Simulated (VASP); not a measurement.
Ge, 2 atoms in the cell. The structure is cubic, space group Fd-3m (No. 227). The conventional cell has a = 5.600 Å, b = 5.600 Å, c = 5.600 Å, α = 90.00°, β = 90.00°, γ = 90.00°. Ge (site symmetry -43m) is surrounded by 4 Ge at 2.42 Å.  The cell isn't the ideal one: a relaxed cell with its volume scaled by 0.96.

* Program: VASP 6.6.1
* Task: relaxation of the atoms
* Functional: r2SCAN
* Potentials or basis: VASP PAW PBE potentials, release 64 (Ge_d)
* Cutoff: 600 eV
* k mesh: 10 × 10 × 10
* Occupations: gaussian, width 0.03 eV
* Spin: no spin polarisation
* Further INCAR settings: ALGO = Normal; EDIFF = 1e-07; IBRION = 2; EDIFFG = -0.01; NSW = 40

Potentials or basis: VASP PAW PBE potentials, release 64 (Ge_d).

Run with:

```sh
$ cat potpaw_PBE.64/Ge_d/POTCAR > POTCAR
$ mpirun -np 1 vasp_std > vasp.out
```

Hardware: 1 thread of AMD EPYC 9R45 96-Core Processor (Zen 5), with other jobs on the host.

Q: Estimate the wall time of this run.

A: Run time: 110 s on 1 thread of AMD EPYC 9R45 96-Core Processor (Zen 5), on a shared host, peak memory 0.17 GiB. Counts: scf iterations 22, k points 47, ion steps 1.
